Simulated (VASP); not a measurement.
# GaP (F-43m) in VASP: single point with PBE0

Aim: the single point of GaP with PBE0.

Everything below comes from runs of VASP 6.6.1. Logs are shortened: lines on timing, memory, paths and dates and some standing lists are left out, and cuts for length are marked.

**What was measured.**

“Stacking defects in GaP nanowires: Electronic structure and optical properties”, 2018, arxiv:1810.01194 quotes, for a bulk crystal of GaP at 10 K: band gap 2.34 eV (indirect).

The results are compared with them further down.

## 1. The structure

It takes space group F-43m (No. 216, cubic). The conventional cell has a = 5.437 Å, b = 5.437 Å, c = 5.437 Å, α = 90.00°, β = 90.00°, γ = 90.00°. Ga (site symmetry -43m) is surrounded by 4 P at 2.35 Å. Around P (site symmetry -43m) lie 4 Ga at 2.35 Å.

The cell is a database's computed one.

## 2. Single point, PBE0

POSCAR

```
GaP
1.0
    0.0000000000      2.7183900000      2.7183900000
    2.7183900000      0.0000000000      2.7183900000
    2.7183900000      2.7183900000      0.0000000000
Ga P
1 1
Direct
    0.0000000000      0.0000000000      0.0000000000
    0.7500000000      0.7500000000      0.7500000000
```

INCAR.step1

```
PREC     = Accurate       # precision mode
ENCUT    = 520            # plane-wave cutoff, eV
EDIFF    = 1E-5           # SCF threshold, eV
ISMEAR   = 0              # smearing method
SIGMA    = 0.02           # smearing width, eV
LREAL    = F              # projectors in reciprocal space
LASPH    = T              # aspherical terms in the spheres
NELM     = 80             # most SCF steps
ALGO     = Normal         # electronic algorithm
ISIF     = 2              # what is computed and relaxed
LWAVE    = T              # write WAVECAR
LCHARG   = F              # write CHGCAR
GGA      = PE             # functional
```

INCAR.step2

```
PREC     = Accurate       # precision mode
ENCUT    = 520            # plane-wave cutoff, eV
EDIFF    = 1E-7           # SCF threshold, eV
ISMEAR   = 0              # smearing method
SIGMA    = 0.02           # smearing width, eV
LREAL    = F              # projectors in reciprocal space
LASPH    = T              # aspherical terms in the spheres
NELM     = 80             # most SCF steps
ALGO     = Normal         # electronic algorithm
ISIF     = 2              # what is computed and relaxed
LWAVE    = F              # write WAVECAR
LCHARG   = F              # write CHGCAR
GGA      = PE             # functional
LHFCALC  = T              # exact exchange
AEXX     = 0.25           # exact-exchange fraction
PRECFOCK = Fast         
HFRCUT   = -1           
ISTART   = 1
```

KPOINTS

```
Automatic mesh
0
Gamma
  6 6 6
```

Potentials or basis: VASP PAW PBE potentials, release 64 (Ga_d, P).

Launch:

```console
> cat potpaw_PBE.64/Ga_d/POTCAR potpaw_PBE.64/P/POTCAR > POTCAR
> cp INCAR.step1 INCAR
> mpirun -np 1 vasp_std > vasp.out
> cp INCAR.step2 INCAR
> mpirun -np 1 vasp_std > vasp.out
```

OUTCAR:

```text
PREC = Accurate
   ENCUT = 520
   EDIFF = 1E-7
   ISMEAR = 0
   LREAL = F
   LASPH = T
   NELM = 80
   ISIF = 2
   GGA = PE
   LHFCALC = T
   AEXX = 0.25
   PRECFOCK = Fast
   ISTART = 1

 ion  position               nearest neighbor table
   1  0.000  0.000  0.000-   2 2.35   2 2.35   2 2.35   2 2.35
   2  0.750  0.750  0.750-   1 2.35   1 2.35   1 2.35   1 2.35

  LATTYP: Found a face centered cubic cell.
 ALAT       =     5.4367800000

  Lattice vectors:

 A1 = (   0.0000000000,   2.7183900000,   2.7183900000)
 A2 = (   2.7183900000,   0.0000000000,   2.7183900000)
 A3 = (   2.7183900000,   2.7183900000,   0.0000000000)

Analysis of symmetry for initial positions (statically):
=====================================================================
 Subroutine PRICEL returns:
 Original cell was already a primitive cell.

 Routine SETGRP: Setting up the symmetry group for a
 face centered cubic supercell.

 Subroutine GETGRP returns: Found 24 space group operations
 (whereof 24 operations were pure point group operations)
 out of a pool of 48 trial point group operations.

The static configuration has the point symmetry T_d .

Analysis of symmetry for dynamics (positions and initial velocities):
=====================================================================
 Subroutine PRICEL returns:
 Original cell was already a primitive cell.

 Routine SETGRP: Setting up the symmetry group for a
 face centered cubic supercell.

 Subroutine GETGRP returns: Found 24 space group operations
 (whereof 24 operations were pure point group operations)
 out of a pool of 48 trial point group operations.

The dynamic configuration has the point symmetry T_d .

 Subroutine INISYM returns: Found 24 space group operations
 (whereof 24 operations are pure point group operations),
 and found     1 'primitive' translations

----------------------------------------------------------------------------------------

                                     Primitive cell

  volume of cell :      40.1759

  direct lattice vectors                    reciprocal lattice vectors
     0.000000000  2.718390000  2.718390000    -0.183932401  0.183932401  0.183932401
     2.718390000  0.000000000  2.718390000     0.183932401 -0.183932401  0.183932401
     2.718390000  2.718390000  0.000000000     0.183932401  0.183932401 -0.183932401

  length of vectors
     3.844384006  3.844384006  3.844384006     0.318580264  0.318580264  0.318580264

  position of ions in fractional coordinates (direct lattice)
[... 90 lines left out ...]
     AMIX_MAG =   1.60;   BMIX_MAG =  1.00
  volume/ion in A,a.u.               =      20.09       135.56
  Fermi-wavevector in a.u.,A,eV,Ry     =   1.252691  2.367242 21.350730  1.569234
  Thomas-Fermi vector in A             =   2.386579
   LORBIT       =      0    0 simple, 1 ext, 2 COOP (PROOUT), +10 PAW based schemes
   GGA     = PE    functional components
   LHFCALC =     T    Hartree Fock is set to
   PRECFOCK=fast      Normal, Fast or Accurate (Low or Medium for compatibility)
   ENCUT4O =  -1.0   cutoff for four orbital integrals eV
   NKREDX  =     1    reduce k-point grid by
   NKREDY  =     1    reduce k-point grid by
   NKREDZ  =     1    reduce k-point grid by
   AEXX    =    0.2500 exact exchange contribution
   HFSCREEN=    0.0000 screening length (either q_TF or 0.3 A-1)
   HFSCREENC=   0.0000 screening length for correlation (either q_TF or 0.3 A-1)
   ENCUTFOCK=  -1.0 apply spherical cutoff to Coloumb kernel
   IVDW    =     0    specifies the selected vdW correction
   LEPSILON=     F    determine dielectric tensor
   LRPA    =     F    only Hartree local field effects (RPA)
 non-spin polarized calculation
 Gauss-broadening in eV      SIGMA  =   0.02
  energy-cutoff  :      520.00
  volume of cell :       40.18
 maximum number of plane-waves:      1106
 NGX is ok and might be reduce to    30
  NGX = 16; NGY = 16; NGZ = 16

 number of electron      17.9999987 magnetization

 Free energy of the ion-electron system (eV)
  ---------------------------------------------------
  ext. energy  EPLUGINS =         0.00000000
  ---------------------------------------------------
  free energy    TOTEN  =       -11.66869496 eV

  energy without entropy =      -11.66869496  energy(sigma->0) =      -11.66869496

 E-fermi :   4.0986     XC(G=0):  -7.7965

 val. band max:        3.9508864882   @ k =   0.0000   0.0000   0.0000
 cond. band min:       6.8984798981   @ k =   0.5000   0.5000   0.0000
 fundamental gap:      2.9475934099
 Fermi energy:         4.0985611457

 k-point     1 :       0.0000    0.0000    0.0000
  band No.  band energies     occupation
      1     -13.1833      2.00000
      2     -13.1833      2.00000
      3     -13.1833      2.00000
      4     -13.0798      2.00000
      5     -13.0798      2.00000
      6      -9.9905      2.00000
      7       3.9509      2.00000
      8       3.9509      2.00000
      9       3.9509      2.00000
     10       7.4724      0.00000
     11       9.4125      0.00000
     12       9.4125      0.00000
     13       9.4125      0.00000
[... 226 lines left out ...]
  band No.  band energies     occupation
      1     -13.2652      2.00000
      2     -13.1404      2.00000
      3     -13.1252      2.00000
      4     -13.1002      2.00000
      5     -13.0683      2.00000
      6      -6.6654      2.00000
      7      -3.3276      2.00000
      8       0.1833      2.00000
      9       0.3312      2.00000
     10       8.8709      0.00000
     11       9.2063      0.00000
     12      13.3930      0.00000
     13      13.4091      0.00000

------------------------ aborting loop because EDIFF is reached ----------------------------------------

  FORCE on cell =-STRESS in cart. coord.  units (eV):
  Direction    XX          YY          ZZ          XY          YZ          ZX
  --------------------------------------------------------------------------------------
  -------------------------------------------------------------------------------------
  Total        0.2515655      0.2515655      0.2515655     -0.0000000     -0.0000000      0.0000000
  in kB       10.0322050     10.0322050     10.0322050     -0.0000000     -0.0000000      0.0000000
  external PRESSURE =      10.0322050 kB  Pullay stress =       0.0000000 kB

 VOLUME and BASIS-vectors are now :
 -----------------------------------------------------------------------------
  energy-cutoff  :      520.00
  volume of cell :       40.18
      direct lattice vectors                 reciprocal lattice vectors
     0.000000000  2.718390000  2.718390000    -0.183932401  0.183932401  0.183932401
     2.718390000  0.000000000  2.718390000     0.183932401 -0.183932401  0.183932401
     2.718390000  2.718390000  0.000000000     0.183932401  0.183932401 -0.183932401

 POSITION                                       TOTAL-FORCE (eV/Angst)
 -----------------------------------------------------------------------------------
      0.00000      0.00000      0.00000         0.000000      0.000000      0.000000
      4.07759      4.07759      4.07759        -0.000000     -0.000000     -0.000000
 -----------------------------------------------------------------------------------
    total drift:                               -0.000008     -0.000003     -0.000004

  FREE ENERGIE OF THE ION-ELECTRON SYSTEM (eV)
  ---------------------------------------------------
  free  energy   TOTEN  =       -11.6686949618 eV

  energy  without entropy=      -11.6686949618  energy(sigma->0) =      -11.66869496
```

Wall time 16 min (1 thread of AMD EPYC 7R13 (Zen 3), shared host); peak memory 0.15 GiB.

Results:

- Free energy: -11.6687 eV
- Pressure: 1.0 GPa
- Band gap on the k mesh: 2.95 eV, indirect (least direct gap 3.52 eV)

Caveat: the PAW data sets were made with another functional, which shifts forces and pressure a little.

## 3. Comparison with measurements

Step 2. Measured gap of GaP: 2.34 eV (indirect; 10 K; quoted in “Stacking defects in GaP nanowires: Electronic structure and optical properties”, 2018, arxiv:1810.01194). This calculation gives 2.95 eV (+0.61 eV). Spin-orbit coupling on Ga is left out. The value is that of PBE0 on a finite k mesh, which can miss the band edges, without temperature or zero-point motion. The cell is a database's relaxed one, not the measured one, which moves gaps too.
